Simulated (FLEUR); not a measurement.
FeO (Wuestite): equation of state with LDA

FeO (Wuestite):

```
Fe O
1.0
     1.51882    0.87689    2.51958
    -1.51882    0.87689    2.51958
     0.00000   -1.75378    2.51958
Fe O
1 1
Cartesian
  0.0000 0.0000 0.0000
  0.0000 0.0000 3.7794
```

```json
{
 "Program": "FLEUR MaX-R8.1 (later development tree)",
 "Task": "equation of state",
 "Functional": "LDA",
 "Potentials or basis": "all-electron",
 "Basis": "FLAPW",
 "Kmax": "4.71 1/bohr",
 "k mesh": "11 × 11 × 11",
 "Occupations": "fermi-dirac, width 0.05 eV",
 "Spin": "collinear spin, program default start"
}
```

```json
{
 "Equilibrium volume": "9.19 Å³/atom (rough: see the caveat)",
 "Bulk modulus at fixed shape and positions": "219 GPa (rough)"
}
```

Energy against volume, from the lowest point:
| volume (Å³/atom) | energy (meV/atom) |
| --- | --- |
| 9.463 | 0.00 |
| 9.664 | 10.03 |
| 10.067 | 43.57 |
| 10.470 | 92.36 |
| 10.671 | 121.45 |

Caveat: the minimum lies outside the volumes run; the cell was scaled at fixed shape and fractional positions, which overstates the stiffness of a crystal with free parameters, most of all of layers and chains.
